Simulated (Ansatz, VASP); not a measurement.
**Two plane-wave programs on Pt**

```
Pt
1.0
     2.80211    0.00000    0.00000
    -1.40105    2.42670    0.00000
     0.00000    0.00000    9.35859
Pt
4
Direct
  0.00000 0.00000 0.00000
  0.00000 0.00000 0.50000
  0.33333 0.66667 0.25000
  0.66667 0.33333 0.75000
```

Alike in both runs: functional revPBE; k mesh 13 × 13 × 4; occupations fermi-dirac, width 0.1 eV; no spin polarisation.

Ansatz relaxed the structure, and its values are those at the end. VASP's run is a single point on that final structure, the one shown.

```csv
,VASP,Ansatz
version,VASP 6.6.1,Ansatz 0.2.0
potentials or method,"VASP PAW PBE potentials, release 64 (Pt)","plane waves (420 eV) with PAW, scalar-relativistic"
plane-wave cutoff (eV),520,420
valence electrons in the cell,40,72
```

Ansatz gave:

```
pressure (GPa) : 0.0
```

Task: Which values does VASP return?

Result: Pressure (GPa): -0.5.

The two sets of potentials don't hold the same shells in valence.

Caveats: the PAW data sets were made with another functional, which shifts forces and pressure a little (VASP). Spin-orbit coupling is left out, which matters for the levels of Pt.
